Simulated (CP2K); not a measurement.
The system is BN.

```
CELL_PARAMETERS angstrom
2.56397 0.00000 0.00000
1.28199 2.22046 0.00000
1.28199 0.74015 2.09347
ATOMIC_POSITIONS crystal
N 0.25000 0.25000 0.25000
B 0.00000 0.00000 0.00000
```

The cell is a database's computed one.

Base run:

```yaml
Program: CP2K 2026.2
Functional: PBE
Potentials_or_basis: GTH_POTENTIALS N GTH-PBE-q5, B GTH-PBE-q3; DZVP-MOLOPT-SR-GTH basis
Density_cutoff: 6123 eV
k_mesh: 13 × 13 × 13
Occupations: fermi-dirac, width 0.05 eV
Spin: no spin polarisation
```

Its results: band gap on the k mesh 4.60 eV, indirect (least direct gap 8.76 eV); pressure 0.9 GPa.

Problem. The run is repeated on the same cell with these changes: potentials or basis from GTH_POTENTIALS N GTH-PBE-q5, B GTH-PBE-q3; DZVP-MOLOPT-SR-GTH basis to POTENTIAL_UZH N GTH-SCAN-q5, B GTH-SCAN-q3; DZVP-MOLOPT-SR-GTH basis; potentials from N GTH-PBE-q5 of GTH_POTENTIALS, B GTH-PBE-q3 of GTH_POTENTIALS to N GTH-SCAN-q5 of POTENTIAL_UZH, B GTH-SCAN-q3 of POTENTIAL_UZH. What comes out?

Solution. Band gap on the k mesh 4.70 eV, indirect (least direct gap 8.75 eV); pressure -2.8 GPa.

Caveats: the basis of atomic orbitals isn't converged, which shifts pressures, moduli and gaps; the potentials were made for another functional, which shifts forces and pressure (some runs).

A k mesh can miss the band edges.
